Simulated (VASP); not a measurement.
**MoS2: relaxation of cell and atoms with PBEsol**

Crystal: MoS2.

```
Mo S
1.0
     3.22746    0.00000    0.00000
    -1.61373    2.79507    0.00000
     0.00000    0.00000    6.31247
Mo S
1 2
Direct
  0.00000 0.00000 0.50000
  0.66667 0.33333 0.74468
  0.33333 0.66667 0.25532
```

Measurements of this composition are mostly on another form, of space group No. 194.

```json
{"Program": "VASP 6.6.1", "Task": "relaxation of cell and atoms", "Functional": "PBEsol", "Potentials or basis": "VASP PAW PBE potentials, release 64 (Mo_sv, S)", "Cutoff": "600 eV", "k mesh": "8 × 8 × 4", "Occupations": "fermi-dirac, width 0.05 eV", "Spin": "no spin polarisation", "Ladder": "gaps", "Further INCAR settings": "ALGO = Fast; EDIFF = 1e-07; IBRION = 2; EDIFFG = -0.01; NSW = 40; ISIF = 3"}
```

```
Relaxed volume                         : 17.18 Å³/atom
Relaxed cell                           : a = 3.156 Å, b = 3.156 Å, c = 5.974 Å, α = 90.00°, β = 90.00°, γ = 120.00°
Space group after relaxing (to 0.05 Å) : P-3m1 (No. 164)
Energy gained by relaxing              : 18.0 meV/atom
Ionic steps                            : 24
Pressure after relaxing                : 0.0 GPa
Largest force after relaxing           : 0.004 eV/Å
Band gap on the k mesh                 : none (metal or under the smearing width)
```

Forces in eV/Å, atoms in the order of the input:
```
Mo   0.000  0.000  0.000
S    0.000  0.000 -0.004
S    0.000  0.000  0.004
```

Step by step:
| step | energy change (eV) | largest force (eV/Å) | pressure (GPa) | volume (Å³) |
| --- | --- | --- | --- | --- |
| 1 | 0.0000 | 0.0129 | -3.38 | 56.94 |
| 2 | -0.0044 | 0.8578 | 4.78 | 53.71 |
| 3 | -0.0229 | 0.4425 | 0.68 | 55.21 |
| 4 | -0.0414 | 0.1320 | 0.00 | 54.62 |
| 5 | -0.0423 | 0.0534 | -0.20 | 54.46 |
| 6 | -0.0423 | 0.0453 | -0.22 | 54.44 |
| 7 | -0.0430 | 0.0746 | 0.07 | 54.22 |
| 8 | -0.0436 | 0.1298 | 0.64 | 53.81 |
| 9 | -0.0438 | 0.1257 | 0.62 | 53.79 |
| 10 | -0.0444 | 0.1126 | 0.55 | 53.72 |
| 11 | -0.0455 | 0.0863 | 0.43 | 53.58 |
| 12 | -0.0473 | 0.0340 | 0.18 | 53.29 |
| 13 | -0.0493 | 0.0691 | -0.27 | 52.71 |
| 14 | -0.0495 | 0.1118 | -0.44 | 52.48 |
| 15 | -0.0502 | 0.0991 | -0.26 | 52.26 |
| 16 | -0.0512 | 0.0717 | 0.13 | 51.79 |
| 17 | -0.0505 | 0.0187 | 1.02 | 50.84 |
| 18 | -0.0514 | 0.0519 | 0.40 | 51.51 |
| 19 | -0.0521 | 0.0523 | 0.29 | 51.53 |
| 20 | -0.0535 | 0.0534 | -0.06 | 51.58 |
| 21 | -0.0529 | 0.0474 | -0.76 | 51.67 |
| 22 | -0.0539 | 0.0525 | -0.29 | 51.61 |
| 23 | -0.0540 | 0.0207 | 0.21 | 51.49 |
| 24 | -0.0540 | 0.0039 | 0.04 | 51.53 |

Final structure:
```xyz
3
Lattice="3.1558 0.0000 0.0000 -1.5779 2.7330 0.0000 0.0000 0.0000 5.9745" Properties=species:S:1:pos:R:3 pbc="T T T"
Mo    0.0000    0.0000    2.9872
S     1.5779    0.9110    4.5627
S     0.0000    1.8220    1.4118
```

Levels at points of the mesh, in eV from the Fermi level:
```csv
k point,band 9,band 10,band 11,band 12,band 13,band 14,band 15,band 16,band 17
"(0.00, 0.00, 0.00)",-3.86,-1.47,-1.46,-0.85,-0.85,-0.03,-0.03,3.18,3.18
"(0.50, 0.00, 0.00)",-4.94,-3.99,-3.47,-1.81,-1.73,1.26,1.86,3.78,3.86
"(0.00, 0.00, 0.50)",-3.84,-3.84,-0.87,-0.87,-0.20,-0.20,0.02,3.53,3.53
"(0.50, 0.00, 0.50)",-4.98,-4.12,-2.46,-2.16,-1.37,1.26,2.00,3.19,4.26
```

Run time: 8.8 min on 1 thread of Intel(R) Xeon(R) Platinum 8559C (Emerald Rapids) (shared host), peak memory 0.22 GiB.

Caveat: the PAW data sets were made with another functional, which shifts forces and pressure a little; this functional lacks dispersion, which binds the layers, so the pressure and a relaxed spacing across them are unreliable.
